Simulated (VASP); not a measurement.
A run of VASP 6.6.1 is set up as follows.

Contents of INCAR:

```
SYSTEM = Cu
PREC = Accurate
ENCUT = 520
EDIFF = 1E-6
ISMEAR = -1
SIGMA = 0.13605693000000002
LREAL = .False.
LASPH = .True.
NELM = 60
ALGO = Normal
ISIF = 2
LWAVE = .False.
LCHARG = .True.
GGA = PS
LELF = .True.
LVHAR = .True.
NBANDS = 12
```

KPOINTS

```
Automatic mesh
0
Gamma
  14 14 14
  0 0 0
```

Contents of POSCAR:

```
Cu
1.0
    2.3607624655      0.0000000000      0.0000000000
    0.0000000000      2.3607624655      0.0000000000
    0.0000000000      0.0000000000      2.3607624655
Cu
1
Direct
    0.0000000000      0.0000000000      0.0000000000
```

Potentials or basis: VASP PAW PBE potentials, release 64 (Cu).

Command:

```console
$ cat potpaw_PBE.64/Cu/POTCAR > POTCAR
$ mpirun -np 1 vasp_std > vasp.out
```

Q: Predict the band gap on the k mesh.

A: None (metal or under the smearing width).

Q: What does it give for the pressure?

A: 0.3 GPa.

Caveat: the PAW data sets were made with another functional, which shifts forces and pressure a little.
